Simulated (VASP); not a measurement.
Set up this calculation in VASP 6.6.1, as the native input.

- Task: relaxation of cell and atoms
- Functional: PBEsol
- Potentials or basis: VASP PAW PBE potentials, release 64 (Mo_sv, Se)
- Cutoff: 600 eV
- k mesh: 9 × 9 × 2
- Occupations: gaussian, width 0.03 eV
- Spin: no spin polarisation
- Further INCAR settings: ALGO = Normal; EDIFF = 1e-06; IBRION = 2; EDIFFG = -0.01; NSW = 90; ISIF = 3

The structure of MoSe2 lies in POSCAR:

```
MoSe2
1.0
    3.2880000000      0.0000000000      0.0000000000
   -1.6440000000      2.8474915276      0.0000000000
    0.0000000000      0.0000000000     12.9000000000
Mo Se
2 4
Direct
    0.3333333333      0.6666666667      0.2500000000
    0.6666666667      0.3333333333      0.7500000000
    0.3333333333      0.6666666667      0.6250000000
    0.6666666667      0.3333333333      0.1250000000
    0.3333333333      0.6666666667      0.8750000000
    0.6666666667      0.3333333333      0.3750000000
```

One way to write it, as run:

INCAR

```
ALGO     = Normal         # electronic algorithm
EDIFF    = 1E-6           # SCF threshold, eV
EDIFFG   = -0.01          # ionic threshold
ENCUT    = 600            # plane-wave cutoff, eV
GGA      = PS             # functional
IBRION   = 2              # ionic algorithm
ISIF     = 3              # what is computed and relaxed
ISMEAR   = 0              # smearing method
KPAR     = 2            
LASPH    = T              # aspherical terms in the spheres
LCHARG   = F              # write CHGCAR
LREAL    = F              # projectors in reciprocal space
LWAVE    = F              # write WAVECAR
NELM     = 80             # most SCF steps
NSW      = 90             # ionic steps
PREC     = Accurate       # precision mode
SIGMA    = 0.03           # smearing width, eV
```

KPOINTS

```
k-points
0
Gamma
  9 9 2
```

Potentials or basis: VASP PAW PBE potentials, release 64 (Mo_sv, Se).

Launch:

```console
$ cat potpaw_PBE.64/Mo_sv/POTCAR potpaw_PBE.64/Se/POTCAR > POTCAR
$ mpirun -np 2 vasp_std > vasp.out
```

It gave:

```yaml
Relaxed_volume: 20.34 Å³/atom
Relaxed_cell: a = 3.272 Å, b = 3.272 Å, c = 13.164 Å, α = 90.00°, β = 90.00°, γ = 120.00°
Space_group_after_relaxing_to_0.05_Å: P6_3/mmc (No. 194)
Energy_gained_by_relaxing: 14.0 meV/atom
Ionic_steps: 5
Pressure_after_relaxing: 0.0 GPa
Largest_force_after_relaxing: 0.005 eV/Å
Band_gap_on_the_k_mesh: 1.00 eV, indirect (least direct gap 1.49 eV)
```

Caveat: the PAW data sets were made with another functional, which shifts forces and pressure a little; an odd mesh through Γ misses points on the zone boundary, where band edges often lie; this functional lacks dispersion, which binds the layers, so the pressure and a relaxed spacing across them are unreliable.

Run time: 110 s on 2 MPI ranks on Intel(R) Xeon(R) 6975P-C (Granite Rapids) (shared host), peak memory 0.33 GiB a rank.
